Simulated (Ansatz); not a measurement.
Runs of Ansatz 0.2.0 on PbS. Symmetry: Cmcm, No. 63, orthorhombic system. Conventional cell: a = 4.160 Å, b = 11.983 Å, c = 4.279 Å, α = 90.00°, β = 90.00°, γ = 90.00°. Pb (site symmetry m2m) is surrounded by 5 S at 2.69 to 2.99 Å. S (site symmetry m2m) is surrounded by 5 Pb at 2.69 to 2.99 Å. Measurements of this composition are mostly on another form, of space group No. 225.

| task | level | spin | cell | cutoff (eV) | points for each segment of the path | gap on the mesh (eV) | pressure (GPa) | largest force (eV/Å) |
| --- | --- | --- | --- | --- | --- | --- | --- | --- |
| relaxation of cell and atoms | RPBE+D3(BJ) | off | relaxed | 420 | - | - | 0.0 | - |
| single point | PBE | off | as given | 500 | - | (b) | 1.1 | 0.10 |
| band structure | m-r2SCAN | off | as given | 500 | 14 | 1.53 | -0.1 | (a) |
| band structure | LDA | SOC, no magnetisation | as given | 420 | 14 | (c) | -3.7 | 0.17 |

Alike in all rows: potentials or basis Ansatz PAW; k mesh 7 × 7 × 6; smearing fermi-dirac 0.05 eV.

Estimate the missing entries.

(a) 0.04; (b) 1.25; (c) 0.91.

Caveats: the PAW data sets come from PBE, with cores solved anew for the run's functional, which leaves a small shift of forces and pressure (some runs); spin-orbit coupling is left out, which as a rule narrows the gap of such compounds by several tenths of an eV (some runs); the k mesh misses the band edges, so the gap on the mesh is wider than the one along the path (some runs); the plane-wave basis is chosen anew once the cell has moved, so the energies of steps on either side of that aren't comparable (some runs); odd divisions of the mesh miss points on the zone boundary, where band edges often lie, so the gap on the mesh can be too wide (some runs).

A k mesh can miss the band edges, and rows without SOC leave out spin-orbit coupling on Pb.
